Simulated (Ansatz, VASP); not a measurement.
## CaSe in VASP and in Ansatz

File INCAR:

```
ALGO = Normal ; EDIFF = 1E-7
EDIFFG = -0.02 ; ENCUT = 520
GGA = PE ; IBRION = 2
ISIF = 2 ; ISMEAR = -1
LASPH = True ; LCHARG = False
LREAL = False ; LWAVE = False
NELM = 80 ; NSW = 40
PREC = Accurate ; SIGMA = 0.05
```

KPOINTS

```
k-points
0
Gamma
  8 8 8
```

Contents of POSCAR:

```
CaSe
1.0
    0.0000000000      2.9560000000      2.9560000000
    2.9855600000      0.0000000000      2.9560000000
    2.9855600000      2.9560000000      0.0000000000
Se Ca
1 1
Direct
    0.5000000000      0.5000000000      0.5000000000
    0.0000000000      0.0000000000      0.0000000000
```

input.yaml

```yaml
crystal:
  lattice:
    - [0.0, 2.956, 2.956]
    - [2.98556, 0.0, 2.956]
    - [2.98556, 2.956, 0.0]
  atoms:
    - { symbol: Se, position: [0.5, 0.5, 0.5] }
    - { symbol: Ca, position: [0.0, 0.0, 0.0] }
hamiltonian:
  xc: pbe
  pseudopotentials: { kind: paw }
kpoints:
  mp_grid: { grid: [8, 8, 8] }
scf:
  occupations: { method: fermi_dirac, width: 0.05 }
output:
  forces: true
  stress: true
  eigenvalues: true
  write_density: true
  write_potential: true
  elf: true
  volumetric_format: npy
relax:
  f_tol: 0.01
  max_steps: 40
```

Change from the starting cell: strain = 0.01.

Alike in both runs: task relaxation of the atoms; functional PBE; k mesh 8 × 8 × 8; occupations fermi-dirac, width 0.05 eV; no spin polarisation.

|  | VASP | Ansatz |
| --- | --- | --- |
| version | VASP 6.6.1 | Ansatz 0.2.0 |
| potentials or method | VASP PAW PBE potentials, release 64 (Se, Ca_sv) | Ansatz PAW |
| plane-wave cutoff (eV) | 520 | 420 |
| valence electrons in the cell | 16 | 26 |

Ansatz gave:

* gap on the k mesh at the Fermi level, each at its own relaxed structure (eV): 2.05

Question: What did VASP give for the same quantities?

Answer: gap on the k mesh at the Fermi level, each at its own relaxed structure (eV): 2.04.

The two sets of potentials don't hold the same shells in valence.

Caveats: the relaxation stopped at its first step, so nothing moved. A k mesh can miss the band edges.
